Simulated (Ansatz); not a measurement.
# La2O3: the cost of one run

Program: Ansatz 0.2.0. Level of theory: DFT PBE, scalar-relativistic, plane waves, PAW. These are calculated values, not measurements.

## Step 1: Starting point

It takes space group P-62m (No. 189, hexagonal). Conventional cell: a = 6.267 Å, b = 6.267 Å, c = 3.300 Å, α = 90.00°, β = 90.00°, γ = 120.00°. La (site symmetry -6) has 6 O at 2.45 Å as nearest neighbours. O (site symmetry m2m) is surrounded by 4 La at 2.45 Å.

Structure file:

```cif
data_structure
_symmetry_space_group_name_H-M 'P 1'
_symmetry_Int_Tables_number 1
_cell_length_a 6.2668
_cell_length_b 6.2668
_cell_length_c 3.2998
_cell_angle_alpha 90.000
_cell_angle_beta 90.000
_cell_angle_gamma 120.000
_cell_volume 112.23
loop_
_atom_site_label
_atom_site_type_symbol
_atom_site_fract_x
_atom_site_fract_y
_atom_site_fract_z
_atom_site_occupancy
La1 La 0.33333 0.66667 0.50000 1
La2 La 0.66667 0.33333 0.50000 1
O1 O 0.49199 0.49199 0.00000 1
O2 O 0.00000 0.50801 0.00000 1
O3 O 0.50801 0.00000 0.00000 1
```

The start is a polymorph listed in a database, not an invented cell.

## Step 2: A first look at the guess

Input file input.yaml:

```yaml
crystal:
  lattice:
    - [6.26678028, 0.0, 0.0]
    - [-3.13339014, 5.42719092, 0.0]
    - [0.0, 0.0, 3.29976606]
  atoms:
    - { symbol: La, position: [0.33333333, 0.66666667, 0.5] }
    - { symbol: La, position: [0.66666667, 0.33333333, 0.5] }
    - { symbol: O, position: [0.49198599, 0.49198599, 0.0] }
    - { symbol: O, position: [0.0, 0.50801401, 0.0] }
    - { symbol: O, position: [0.50801401, 0.0, 0.0] }
basis:
  ecutwfc: 420
kpoints:
  mp_grid: { grid: [3, 3, 6] }
hamiltonian:
  xc: pbe
scf:
  occupations: { method: gaussian, width: 0.1 }
  lower_state_search: "off"
output:
  forces: true
  stress: true
  eigenvalues: true
```

The run is started by

```sh
$ ansatz run input.yaml --threads 1 --pin off --max-ram 2560MiB --backend cpu --events-out ev --progress --plain --runs-dir out
```

Q: Estimate wall time and peak memory on 1 thread of Intel Xeon Platinum 8488C (Sapphire Rapids), shared host.

About 2.8 s, with a peak of 0.39 GiB.
